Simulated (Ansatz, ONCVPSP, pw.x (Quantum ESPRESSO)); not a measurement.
## V (fcc): variants of one ONCV potential in the solid

ONCVPSP 4.0.1.1 (patched build) input, shortened (lines: element, Z, core and valence counts, functional; n l f; lmax; l rc ep ncon nbas qcut; lloc lpopt rc5 dvloc0; l nproj debl; icmod fcfact rcfact), PBE, scalar-relativistic:

```
  V 23.00    4    3        4      upf
    1    0    2.00
    2    0    2.00
    2    1    6.00
    3    0    2.00
    3    1    6.00
    3    2    3.00
    4    0    2.00
    2
    0    2.30    0.00    4    9    2.90
    1    1.65    0.00    4    8    8.60
    2    2.30    0.00    3    8    6.10
    4    2    1.50    0.00
    0    2    3.00
    1    1    0.70
    2    2    1.60
    0    0.00    0.00
```

Crystal test: fcc V in pw.x 7.5, no spin, 15³ k-points, Fermi–Dirac smearing 0.01 Ry, cutoffs set for each file from its atomic test. The reference is all-electron LAPW (Ansatz 0.2.0) with the same functional, mesh and smearing; V0 and B0 come from Birch–Murnaghan fits to the pressures at five volumes. Errors are pseudo minus all-electron; Δ is the rms difference of the E(V) curves that follow from these fits, minima aligned, over ±6 % about the mean V0. Mesh and smearing are coarse, so the numbers serve the comparison and aren't converged zero-temperature values; the lattice is a test structure that the element need not adopt.

All-electron: a0 = 3.820 Å (V0 = 13.94 Å³/atom), B0 = 173.4 GPa.

1 further variants are left out: they gave no file fit for a test, a broken result, the same result as the base, or pressures whose basis-set error rivals the error shown.

A dash in a converged row means that the minimum lies outside the volumes sampled.

| change | cutoffs (Ry) | pw.x | a0 (Å) | a0 error (%) | B0 error (%) | Δ (meV/atom) | mean pressure error (GPa) |
| --- | --- | --- | --- | --- | --- | --- | --- |
| base | 65/260 | converged | 3.834 | +0.36 | -4.3 | 5.5 | +1.81 |
| s: qcut 4.2 | 65/260 | converged | 3.832 | +0.31 | -4.1 | 4.7 | +1.53 |
| local potential polynomial inside 0.90 bohr (lpopt 2, dvloc0 0 Ha) | 65/260 | converged; bound ghost | – | – | – | – | +9.54 |
| s: debl 1.35 | 65/260 | converged | 3.835 | +0.38 | -4.5 | 5.8 | +1.89 |

Q: Give the row for: local potential polynomial inside 1.50 bohr (lpopt 2, dvloc0 9.5 Ha).

A: pw.x: converged; mean pressure error (GPa): +7.19; a0 (Å): 3.876; a0 error (%): +1.45; B0 error (%): -11.0; Δ (meV/atom): 21.9.
